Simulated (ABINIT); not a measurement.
Input of an ABINIT 10.8.3 (patched build) run:

Contents of run.abi:

```
# Datasets: one volume each
ndtset 7
getwfk -1
scalecart1 3*0.9795861087
scalecart2 3*0.9864848297
scalecart3 3*0.9932883884
scalecart4 3*1.0000000000
scalecart5 3*1.0066227096
scalecart6 3*1.0131594038
scalecart7 3*1.0196128224

# Pseudopotentials
pp_dirpath "./"
pseudos "Mg.GGA_PBE-JTH.xml, H.GGA_PBE-JTH.xml"

# Structure
acell 6.3633456065 6.3633456065 6.3633456065
rprim
     0.0000000000     0.7071067812     0.7071067812
     0.7071067812     0.0000000000     0.7071067812
     0.7071067812     0.7071067812     0.0000000000
ntypat 2
znucl 12 1
natom 3
typat 1 2 2
xred
     0.0000000000     0.0000000000     0.0000000000
     0.2500000000     0.2500000000     0.2500000000
     0.7500000000     0.7500000000     0.7500000000

# Plane-wave basis
ecut 680.284656 eV
pawecutdg 47.0

# k points
kptopt 1
ngkpt 10 10 10
nshiftk 1
shiftk 0.0 0.0 0.0

# Exchange and correlation
ixc 11

# Bands and occupations
nband 10
occopt 3
tsmear 0.00183747

# SCF cycle
nstep 100
tolvrs 1.0e-9

# Output
iomode 3
prtwf 1
prtden 0
prteig 0
prtebands 0
```

Potentials or basis: JTH PAW PBE v2.0.

Launch:

```bash
$ abinit run.abi > log 2>&1
```

Question: Predict the bulk modulus.

Answer: 60 GPa (rough).

Question: What does it give for the equilibrium volume?

Answer: 9.00 Å³/atom (rough: see the caveat).

Energy against volume, from the lowest point:
```csv
volume (Å³/atom),energy (meV/atom)
8.460,6.56
8.640,2.86
8.820,0.71
9.000,0.00
9.180,0.63
9.360,2.52
9.540,5.68
```

Caveat: pressures at fixed basis lie under the slope of the energies; the fit is doubtful: noisy points or a state that changes with volume.
